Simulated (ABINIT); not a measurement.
Planning a run of ABINIT 10.8.3 on CdS (Hawleyite). The input:

```
acell 3*1.0 Angstrom
rprim 
  -0.000000000000 2.958200000000 2.958200000000
  2.958200000000 -0.000000000000 2.958200000000
  2.958200000000 2.958200000000 -0.000000000000
ntypat 2
znucl 48 16
natom 2
typat 1 2
xred 
  0.000000000000 0.000000000000 0.000000000000
  0.250000000000 0.250000000000 0.250000000000
pp_dirpath "pseudos"
pseudos "Cd.upf, S.upf"
ecut 47
ngkpt 8 8 8
nshiftk 1
shiftk 0.11 0.21 0.31
kptopt 3
chksymbreak 0
istwfk *1
occopt 1
irdwfk 1
optdriver 99
bs_calctype 1
mbpt_sciss 0.903 eV
bs_loband 11
nband 15
bs_exchange_term 1
bs_coulomb_term 21
bs_coupling 0
bs_algorithm 2
bs_freq_mesh 0 8 0.05 eV
zcut 0.15 eV
ecuteps 3
ecutwfn 23.5
inclvkb 2
mdf_epsinf 12.13
irdden 1
bs_haydock_niter 300
bs_haydock_tol -0.02 0
indata_prefix "in"
outdata_prefix "out"
tmpdata_prefix "tmp"
```

```sh
OMP_NUM_THREADS=1 mpirun -n 8 abinit run.abi > log
```

How long will it take on 8 MPI ranks of Intel Xeon Platinum 8559C (Emerald Rapids), shared host, and how much memory?

It took 3.5 min; on shared hardware allow 1.7 min to 6.9 min. Peak host memory was 7.4 GiB.

The kernel grows as the square of the matrix size, and full diagonalisation as its cube.

[Paths, hosts, dates, memory and timing lines, banners, echoed tables and standing remarks are left out of the program output.]

[Logs are printed without paths, hosts, clocks, repeated set-up lines and the standing remarks that a program may print on its own settings, such as how far it seeks lower states.]

[Runs of the session that timed out or met a known fault of the program may be left out.]

[Hosts, paths, dates, database ids (printed as entryN), source tags and the programs' standing remarks are cut or masked in the printed files.]

[G0W0 gaps are taken among the corrected bands and points alone; a level outside them can change the order at an edge.]

[Where Ansatz stands beside ABINIT at settings called matched, ABINIT's density can come from a denser mesh and the files from another edition; pairs whose starting gaps differed by over 0.03 eV were left out, so agreement reads better than it is.]
